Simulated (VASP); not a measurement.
A run of VASP 6.6.1 is set up as follows.

File INCAR:

```
SYSTEM = MgS
PREC = Accurate ; ENCUT = 520
EDIFF = 1E-6 ; ISMEAR = 0
SIGMA = 0.02 ; LREAL = .FALSE.
LASPH = .TRUE. ; NELM = 100
ALGO = Fast ; ISIF = 2
LWAVE = .FALSE. ; LCHARG = .FALSE.
GGA = PE ; NBANDS = 16
```

Contents of KPOINTS:

```
Automatic mesh
0
G
  9 9 4
  0 0 0
```

The input POSCAR:

```
MgS
1.0
    4.0544445452     -0.0000002921      0.0000000000
   -2.0272220196      3.5112521204      0.0000000000
    0.0000000000      0.0000000000      6.4914302810
Mg S
2 2
Direct
    0.0000000000      0.0000000000     -0.0029363077
    0.3333333333      0.6666666667      0.4970636923
    0.0000000000      0.0000000000      0.3779363077
    0.3333333333      0.6666666667      0.8779363077
```

Potentials or basis: VASP PAW PBE potentials, release 64 (Mg, S).

Command:

```console
$ cat potpaw_PBE.64/Mg/POTCAR potpaw_PBE.64/S/POTCAR > POTCAR
$ mpirun -np 1 vasp_std > vasp.out
```

Task: Predict the pressure.

Result: -0.2 GPa.

Task: Predict the band gap on the k mesh.

Result: 3.37 eV, direct.

Caveat: an odd mesh through Γ misses points on the zone boundary, where band edges often lie.
